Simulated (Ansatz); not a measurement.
## TiO2 under changes of volume

One of the cells (10.435 Å³/atom); the others are scaled copies at fixed shape and fractional positions:

```
CELL_PARAMETERS angstrom
4.59984 0.00000 0.00000
0.00000 4.59984 0.00000
0.00000 0.00000 2.95921
ATOMIC_POSITIONS crystal
Ti 0.00000 0.00000 0.50000
Ti 0.50000 0.50000 0.00000
O 0.30432 0.30432 0.50000
O 0.19568 0.80432 0.00000
O 0.80432 0.19568 0.00000
O 0.69568 0.69568 0.50000
```

The cell is a database's computed one.

```yaml
Program: Ansatz 0.2.0
Functional: PBE
Potentials_or_basis: Ansatz PAW polarizable
Cutoff: "420 eV (not typed: the program's choice for these potentials)"
k_mesh: 6 × 6 × 9
Occupations: fermi-dirac, width 0.05 eV
Spin: no spin polarisation
```

```tsv
volume (Å³/atom)	energy over the lowest point (meV/atom)	pressure (GPa)	gap on the mesh (eV)	largest force (eV/Å)
9.809	51.15	21.6	2.02	0.309
10.018	27.26	15.2	1.97	0.197
10.227	11.25	9.4	1.92	0.093
10.435	?	?	?	?
10.644	0.00	-0.4	1.82	0.095
10.853	3.36	-4.6	1.77	0.179
11.062	11.91	-8.4	1.72	0.257
```

What does the run at 10.435 Å³/atom give?

Energy over the lowest point 2.42 meV/atom; pressure 4.2 GPa; gap on the mesh 1.86 eV; largest force 0.004 eV/Å.

Worked out: A Birch-Murnaghan fit of order 3 (a polynomial in V^(-2/3)) to the other rows has its minimum at 10.62 Å³/atom with B0 = V·E''(V) = 228 GPa and B' = 4.3 at fixed shape and positions, which overstates the stiffness. It gives 2.45 meV/atom at 10.435 Å³/atom, against the run's 2.42, and -dE/dV = 4.3 GPa, against 4.2. A straight line through the other rows of the gap, of slope -2.5 eV per unit of ln V (its deformation potential), gives 1.87 eV, against the run's 1.86.

Energies are extrapolated to zero smearing.

Caveats: odd divisions of the mesh miss points on the zone boundary, where band edges often lie, so the gap on the mesh can be too wide.

A mesh can miss the band edges.
